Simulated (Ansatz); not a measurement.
# NaI: from a first guess to the relaxed wurtzite type

First guess:

```
CELL_PARAMETERS angstrom
4.55586 0.00000 0.00000
-2.27793 3.94549 0.00000
0.00000 0.00000 7.42605
ATOMIC_POSITIONS crystal
Na 0.33333 0.66667 0.00000
Na 0.66667 0.33333 0.50000
I 0.33333 0.66667 0.37600
I 0.66667 0.33333 0.87600
```

Computed with DFT, PBE, PAW with Ansatz's default frozen-core files, scalar-relativistic (Ansatz 0.2.0).

Cell and atoms relax within the symmetry of the start on a 10×10×6 k mesh with 0.08 eV Fermi–Dirac smearing.

The start is built from a prototype, known or not as a phase of this compound; the cutoff is 420 eV.

Spin–orbit coupling is left out, though it moves levels of the heavy atoms by tenths of an eV or more.

(1) What is the pressure of the first guess?

(2) What does it relax to?

(3) How much energy does the relaxation release?

Answers

(1) 7.02 GPa.

(2) a = 5.145 Å, b = 5.145 Å, c = 8.006 Å, α = 90.00°, β = 90.00°, γ = 120.00° (conventional cell), 45.89 Å³ per atom:
```cif
data_structure
_symmetry_space_group_name_H-M 'P6_3mc'
_symmetry_Int_Tables_number 186
_cell_length_a 5.1453
_cell_length_b 5.1453
_cell_length_c 8.0060
_cell_angle_alpha 90.000
_cell_angle_beta 90.000
_cell_angle_gamma 120.000
_cell_volume 183.55
loop_
_atom_site_label
_atom_site_type_symbol
_atom_site_symmetry_multiplicity
_atom_site_Wyckoff_symbol
_atom_site_fract_x
_atom_site_fract_y
_atom_site_fract_z
_atom_site_occupancy
Na1 Na 2 b 0.33333 0.66667 0.99367 1
I1 I 2 b 0.33333 0.66667 0.38233 1
```

(3) 206 meV/atom.
